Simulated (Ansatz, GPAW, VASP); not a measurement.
## GaAs: programs and potentials compared

```
CELL_PARAMETERS angstrom
0.00000 2.82685 2.82685
2.82685 0.00000 2.82685
2.82685 2.82685 0.00000
ATOMIC_POSITIONS crystal
As 0.75000 0.75000 0.75000
Ga 0.00000 0.00000 0.00000
```

Alike in all runs: task single point; functional PBE; k mesh 8 × 8 × 8; occupations gaussian, width 0.016 eV; no spin polarisation; no spin-orbit coupling. Pressure is positive in compression and, in plane waves, holds the error of the finite cutoff, which Ansatz's Pulay term estimates and takes out.

| program and potentials | plane-wave cutoff (eV) | notes | band gap (eV) | pressure (GPa) |
| --- | --- | --- | --- | --- |
| Ansatz, Ansatz PAW | 420 | 14 valence electrons an atom on average; Pulay term of +0.03 GPa included | 0.52 | 3.27 |
| GPAW, GPAW PAW data sets (gpaw-data 1.2.1) | 600 | 4 valence electrons an atom on average | 0.59 | 4.33 |
| VASP, PBE PAW files As, Ga_d, 520 eV | 520 | 9 valence electrons an atom on average | 0.52 | 3.51 |
| Ansatz, all-electron LAPW, scalar-relativistic | - | - | 0.52 | 3.27 |

The band gap spans 0.52 (Ansatz, Ansatz PAW) to 0.59 eV (GPAW, GPAW PAW data sets (gpaw-data 1.2.1)), with all-electron results at 0.52. The pressure spans 3.27 (Ansatz, Ansatz PAW) to 4.33 GPa (GPAW, GPAW PAW data sets (gpaw-data 1.2.1)), with all-electron results at 3.27. Spin-orbit coupling, left out here, moves the band edges of heavy atoms.

The functional is the same throughout but for its coding, so the spread measures potentials, basis and numerics; runs on potential files found faulty are left out.
